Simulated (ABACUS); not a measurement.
# V (Im-3m) in ABACUS: a series of runs, part 2 of 2

ABACUS 3.10.1.

## 4. Single point, TPSS, collinear spin, ferromagnetic start

Contents of run_abacus.py:

```python
"""ABACUS run from a structure file: ASE reads it, the script writes STRU, KPT and INPUT."""
import re
import subprocess
import spglib
from ase import Atoms
from ase.io import read
from ase.units import Bohr

atoms = read("V.cif")
cell, frac, numbers = spglib.standardize_cell((atoms.cell[:], atoms.get_scaled_positions(), atoms.numbers), to_primitive=True, symprec=1e-4)
atoms = Atoms(numbers=numbers, cell=cell, scaled_positions=frac, pbc=True)  # the primitive cell
atoms = atoms[(-atoms.numbers).argsort(kind="stable")]  # ABACUS lists atoms element by element
pseudo = {'V': 'V_ONCV_PBE-1.2.upf'}
orbital = {}
magmoms = [2.0]
kmesh = [8, 8, 8]
params = {
    'suffix': 'V',
    'calculation': 'scf',
    'basis_type': 'pw',
    'pseudo_dir': './',
    'symmetry': 1,
    'dft_functional': 'MGGA_X_TPSS+MGGA_C_TPSS',
    'ecutwfc': 97,
    'pseudo_rcut': 10,
    'nspin': 2,
    'nbands': 18,
    'ks_solver': 'dav',
    'smearing_method': 'fd',
    'smearing_sigma': 0.00367493,
    'scf_thr': 1e-08,
    'scf_nmax': 100,
    'mixing_type': 'broyden',
    'mixing_beta': 0.4,
    'cal_force': 1,
    'cal_stress': 1,
    'mixing_tau': 1,
    'out_chg': 1,
    'out_pot': 2,
    'out_elf': 1,
}

symbols = atoms.get_chemical_symbols()
elements = list(dict.fromkeys(symbols))
lines = ["ATOMIC_SPECIES"] + [f"{e} {atoms.get_masses()[symbols.index(e)]:.4f} {pseudo[e]}" for e in elements]
if orbital:
    lines += ["", "NUMERICAL_ORBITAL"] + [orbital[e] for e in elements]
lines += ["", "LATTICE_CONSTANT", f"{1 / Bohr:.10f}", "", "LATTICE_VECTORS"]
lines += [" ".join(f"{x:.10f}" for x in v) for v in atoms.cell]
lines += ["", "ATOMIC_POSITIONS", "Direct"]
for e in elements:
    lines += ["", e, "0.0", str(symbols.count(e))]
    for i, p in enumerate(atoms.get_scaled_positions(wrap=False)):
        if symbols[i] == e:
            mag = "" if magmoms is None else " mag " + " ".join(str(x) for x in (magmoms[i] if isinstance(magmoms[i], list) else [magmoms[i]]))
            lines.append(" ".join(f"{x:.10f}" for x in p) + " 1 1 1" + mag)
open("STRU", "w").write("\n".join(lines) + "\n")
open("KPT", "w").write("K_POINTS\n0\nGamma\n%d %d %d 0 0 0\n" % tuple(kmesh))
open("INPUT", "w").write("INPUT_PARAMETERS\n" + "".join(f"{k:<20s}{v}\n" for k, v in params.items()))

done = subprocess.run(['mpirun', '-np', '4', 'abacus'])
if done.returncode:
    raise SystemExit(done.returncode)
log = open("OUT.V/running_scf.log").read()
print("final energy (eV):", re.findall(r"FINAL_ETOT_IS (\S+)", log))
```

Contents of V.cif:

```cif
data_V
_cell_length_a 3.02870000
_cell_length_b 3.02870000
_cell_length_c 3.02870000
_cell_angle_alpha 90.00000000
_cell_angle_beta 90.00000000
_cell_angle_gamma 90.00000000
_space_group_name_H-M_alt 'Im-3m'
_space_group_name_Hall '-I 4 2 3'
_space_group_IT_number 229
loop_
_space_group_symop_operation_xyz
'x,y,z'
'-x,-y,-z'
'-y,x,z'
'y,-x,-z'
'-x,-y,z'
'x,y,-z'
'y,-x,z'
'-y,x,-z'
'x,-y,-z'
'-x,y,z'
'-y,-x,-z'
'y,x,z'
'-x,y,-z'
'x,-y,z'
'y,x,-z'
'-y,-x,z'
'z,x,y'
'-z,-x,-y'
'z,-y,x'
'-z,y,-x'
'z,-x,-y'
'-z,x,y'
'z,y,-x'
'-z,-y,x'
'-z,x,-y'
'z,-x,y'
'-z,-y,-x'
'z,y,x'
'-z,-x,y'
'z,x,-y'
'-z,y,x'
'z,-y,-x'
'y,z,x'
'-y,-z,-x'
'x,z,-y'
'-x,-z,y'
'-y,z,-x'
'y,-z,x'
'-x,z,y'
'x,-z,-y'
'-y,-z,x'
'y,z,-x'
'-x,-z,-y'
'x,z,y'
'y,-z,-x'
'-y,z,x'
'x,-z,y'
'-x,z,-y'
'x+1/2,y+1/2,z+1/2'
'-x+1/2,-y+1/2,-z+1/2'
'-y+1/2,x+1/2,z+1/2'
'y+1/2,-x+1/2,-z+1/2'
'-x+1/2,-y+1/2,z+1/2'
'x+1/2,y+1/2,-z+1/2'
'y+1/2,-x+1/2,z+1/2'
'-y+1/2,x+1/2,-z+1/2'
'x+1/2,-y+1/2,-z+1/2'
'-x+1/2,y+1/2,z+1/2'
'-y+1/2,-x+1/2,-z+1/2'
'y+1/2,x+1/2,z+1/2'
'-x+1/2,y+1/2,-z+1/2'
'x+1/2,-y+1/2,z+1/2'
'y+1/2,x+1/2,-z+1/2'
'-y+1/2,-x+1/2,z+1/2'
'z+1/2,x+1/2,y+1/2'
'-z+1/2,-x+1/2,-y+1/2'
'z+1/2,-y+1/2,x+1/2'
'-z+1/2,y+1/2,-x+1/2'
'z+1/2,-x+1/2,-y+1/2'
'-z+1/2,x+1/2,y+1/2'
'z+1/2,y+1/2,-x+1/2'
'-z+1/2,-y+1/2,x+1/2'
'-z+1/2,x+1/2,-y+1/2'
'z+1/2,-x+1/2,y+1/2'
'-z+1/2,-y+1/2,-x+1/2'
'z+1/2,y+1/2,x+1/2'
'-z+1/2,-x+1/2,y+1/2'
'z+1/2,x+1/2,-y+1/2'
'-z+1/2,y+1/2,x+1/2'
'z+1/2,-y+1/2,-x+1/2'
'y+1/2,z+1/2,x+1/2'
'-y+1/2,-z+1/2,-x+1/2'
'x+1/2,z+1/2,-y+1/2'
'-x+1/2,-z+1/2,y+1/2'
'-y+1/2,z+1/2,-x+1/2'
'y+1/2,-z+1/2,x+1/2'
'-x+1/2,z+1/2,y+1/2'
'x+1/2,-z+1/2,-y+1/2'
'-y+1/2,-z+1/2,x+1/2'
'y+1/2,z+1/2,-x+1/2'
'-x+1/2,-z+1/2,-y+1/2'
'x+1/2,z+1/2,y+1/2'
'y+1/2,-z+1/2,-x+1/2'
'-y+1/2,z+1/2,x+1/2'
'x+1/2,-z+1/2,y+1/2'
'-x+1/2,z+1/2,-y+1/2'
loop_
_atom_site_label
_atom_site_type_symbol
_atom_site_symmetry_multiplicity
_atom_site_Wyckoff_symbol
_atom_site_fract_x
_atom_site_fract_y
_atom_site_fract_z
_atom_site_occupancy
V1 V 2 a 0.0000000000 0.0000000000 0.0000000000 1
```

Potentials or basis: SG15 ONCV 1.2 PBE, plane waves.

Run with:

```console
> OMP_NUM_THREADS=1 python run_abacus.py > log
```

running log:

```text
ABACUS v3.10.1

               Atomic-orbital Based Ab-initio Computation at UStc

 ------------------------------------------------------------------------------------

 READING GENERAL INFORMATION
                           global_out_dir = OUT.V/
                           global_in_card = INPUT
                               pseudo_dir = ./
                              orbital_dir =
                                    DSIZE = 4
                                    GSIZE = 1

 READING UNITCELL INFORMATION
                                    ntype = 1
                  lattice constant (Bohr) = 1.88973
              lattice constant (Angstrom) = 1

 READING ATOM TYPE 1
                               atom label = V
                      L=0, number of zeta = 1
                      L=1, number of zeta = 1
                      L=2, number of zeta = 1
             number of atom for this type = 1
               magnetization of element 1 = 2

                        TOTAL ATOM NUMBER = 1
DIRECT COORDINATES
    atom                   x                   y                   z     mag                  vx                  vy                  vz
taud_V1            0.0000000000        0.0000000000        0.0000000000  2.0000        0.0000000000        0.0000000000        0.0000000000

                          Volume (Bohr^3) = 93.7423
                             Volume (A^3) = 13.8912

 Lattice vectors: (Cartesian coordinate: in unit of a_0)
             -1.51435            +1.51435            +1.51435
             +1.51435            -1.51435            +1.51435
             +1.51435            +1.51435            -1.51435
 Reciprocal vectors: (Cartesian coordinate: in unit of 2 pi/a_0)
                   +0           +0.330175           +0.330175
            +0.330175                  +0           +0.330175
            +0.330175           +0.330175                  +0
 The esolver type has been set to : ksdft_pw

                PAO radial cut off (Bohr) = 10

 Read in pseudopotential file is V_ONCV_PBE-1.2.upf
                     pseudopotential type = NC
          exchange-correlation functional = PBE
                 nonlocal core correction = 0
                        valence electrons = 13
                                     lmax = 2
                           number of zeta = 0
                     number of projectors = 6
[... 162 lines left out ...]
        4            261           2587

 SETUP NONLOCAL PSEUDOPOTENTIALS IN PLANE WAVE BASIS
 V non-local projectors:
 projector 1 L=0
 projector 2 L=0
 projector 3 L=1
 projector 4 L=1
 projector 5 L=2
 projector 6 L=2
      TOTAL NUMBER OF NONLOCAL PROJECTORS = 18

 Init Non-Local PseudoPotential table :
 Init Non-Local-Pseudopotential done.

                                     npwx = 380

 -------------------------------------------
 SELF-CONSISTENT
 -------------------------------------------
                                 init_chg = atomic

 PW ALGORITHM --------------- ION=   1  ELEC=   1--------------------------------
          total magnetism (Bohr mag/cell) = 0.918295
       absolute magnetism (Bohr mag/cell) = 0.918295
                        nelec for spin up = 6.95915
                      nelec for spin down = 6.04085
[... 193 lines left out ...]
 Density error is 4.23272125026e-09
                          Error Threshold = 2.12309468381e-10
----------------------------------------------------------
     Energy           Rydberg                 eV
----------------------------------------------------------
 E_KohnSham     -142.1815830100      -1934.4796795956
 E_KS(sigma->0) -142.1810320349      -1934.4721831949
 E_Harris       -142.1816055681      -1934.4799865147
 E_band         -11.3295399124       -154.1462985273
 E_one_elec     -46.6003167652       -634.0298366117
 E_Hartree      28.7514555266        391.1836209552
 E_xc           -16.8729413389       -229.5681442290
 E_Ewald        -107.4586784823      -1462.0503269088
 E_entropy(-TS) -0.0011019502        -0.0149928013
 E_descf        0.0000000000         0.0000000000
 E_exx          0.0000000000         0.0000000000
 E_Fermi        1.1883781353         16.1687140191
----------------------------------------------------------

 charge density convergence is achieved
 final etot is -1934.4796796 eV
 EFERMI = 16.168714019 eV
The vacuum level is 15.224930046 eV

 STATE ENERGY(eV) AND OCCUPATIONS    NSPIN == 2
SPIN UP :
 1/29 kpoint (Cartesian) = 0.0000 0.0000 0.0000 (378 pws)
       1       -48.4117     0.00195312
       2       -21.4865     0.00195312
       3       -21.4865     0.00195312
       4       -21.4865     0.00195312
       5        9.52114     0.00195312
       6        16.4853    3.47081e-06
[... 98 lines left out ...]
       5        11.1958      0.0468750
       6        15.9436      0.0463610
[... 10 lines left out ...]
      17        46.8635        0.00000
      18        47.5017        0.00000

[... levels at 52 further k points ...]

------------------------------------------------------------------------------------------
 TOTAL-FORCE (eV/Angstrom)
------------------------------------------------------------------------------------------
                        V1         0.0000000000         0.0000000000         0.0000000000
------------------------------------------------------------------------------------------

----------------------------------------------------------------
 TOTAL-STRESS (KBAR)
----------------------------------------------------------------
      -102.6610127205         0.0000000000         0.0000000000
         0.0000000000      -102.6610127205        -0.0000000000
        -0.0000000000        -0.0000000000      -102.6610127205
----------------------------------------------------------------
 TOTAL-PRESSURE: -102.661013 KBAR

 --------------------------------------------
 !FINAL_ETOT_IS -1934.4796795955753623 eV
 --------------------------------------------
```

Run time: 21 s. Hardware: 4 MPI ranks of AMD EPYC 9R45 (Zen 5), shared host; peak memory 0.36 GiB.

Results:

| Quantity | Value |
| --- | --- |
| Free energy | -1934.4797 eV |
| Pressure | -10.3 GPa |
| Band gap on the k mesh | none (metal or under the smearing width) |
| Net moment | 0.16 μB per cell |
| Absolute moment | 0.16 μB per cell |

Levels at points of the mesh, in eV from the Fermi level:
Spin up:
```tsv
k point	band 5	band 6	band 7	band 8	band 9	band 10
(0.00, 0.00, 0.00)	-6.65	0.32	0.32	0.32	2.41	2.41
(0.50, 0.50, 0.00)	-3.18	-1.18	1.38	2.36	2.76	3.92
(0.50, 0.50, 0.50)	-2.92	-2.92	3.54	3.54	3.54	9.83
```
Spin down:
```
           k point  band 2  band 3  band 4  band 5  band 6  band 7  band 8  band 9  band 10  band 11
(0.00, 0.00, 0.00)  -37.52  -37.52  -37.52   -6.57    0.51    0.51    0.51    2.49     2.49    20.33
(0.50, 0.50, 0.00)  -38.33  -37.78  -37.53   -3.07   -1.00    1.46    2.49    2.85     4.13     9.92
(0.50, 0.50, 0.50)  -38.08  -38.08  -38.08   -2.84   -2.84    3.75    3.75    3.75     9.93     9.93
```

Caveat: the k mesh is coarse (spacing up to 0.37 Å⁻¹), so the values aren't converged; the potentials were made for another functional, which shifts forces and pressure.

## 5. Summary

```csv
level,potentials or basis,k mesh,cutoff (eV),orbital files,SCF threshold on the density,eigensolver,mesh quality,gap on the mesh (eV),pressure (GPa),moment (μB)
r2SCAN,"SG15 ONCV 1.2 PBE, DZP LCAO (the cutoffs set its grid)",9 × 9 × 9,1361,V V_confined-atom_7au_3s2p2d1f.orb,1e-07,genelpa,not flagged,none,-7.9,0.39
B86bPBE,"PseudoDojo NC SR 0.4.1 PBE standard, plane waves",10 × 10 × 10,1143,-,1e-08,dav,not flagged,none,-4.5,0.00
TPSS,"SG15 ONCV 1.2 PBE, plane waves",8 × 8 × 8,1320,-,1e-08,dav,coarse,none,-10.3,0.16
```

Alike in all rows: task single point; spin collinear, ferromagnetic start; cell as given; smearing fermi-dirac 0.05 eV.

Caveats: some runs use coarse meshes; the potentials were made for another functional, which shifts forces and pressure; the atomic orbitals were generated for these runs and aren't a published set (some runs); the basis of atomic orbitals isn't converged, which shifts pressures, moduli and gaps (some runs).

Total energies depend on the potentials used, so only differences within one code and one set of settings carry meaning.
